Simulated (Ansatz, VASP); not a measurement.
## RbBr: VASP beside Ansatz

```xyz
2
Lattice="0.0000 3.5064 3.5064 3.5064 0.0000 3.5064 3.5064 3.5064 0.0000" Properties=species:S:1:pos:R:3 pbc="T T T"
Rb    0.0000    0.0000    0.0000
Br    3.5064    3.5064    3.5064
```

Alike in both runs: functional PBE; k mesh 6 × 6 × 6; occupations gaussian, width 0.02 eV; no spin polarisation.

Ansatz relaxed the structure, and its values are those at the end. VASP's run is a single point on that final structure, the one shown.

|  | VASP | Ansatz |
| --- | --- | --- |
| version | VASP 6.6.1 | Ansatz 0.2.0 |
| potentials or method | VASP PAW PBE potentials, release 64 (Rb_sv, Br) | scalar-relativistic, plane waves, PAW |
| plane-wave cutoff (eV) | 520 | 420 |
| valence electrons in the cell | 16 | 16 |

|  | VASP | Ansatz | Ansatz less VASP |
| --- | --- | --- | --- |
| gap on the k mesh at the Fermi level (eV) | 4.19 | 4.20 | +0.002 |
| least direct gap on the mesh (eV) | 4.19 | 4.20 | +0.002 |
| pressure (GPa) | 0.0 | 0.0 | -0.02 |

As with any semilocal functional, this PBE gap is likely too small.
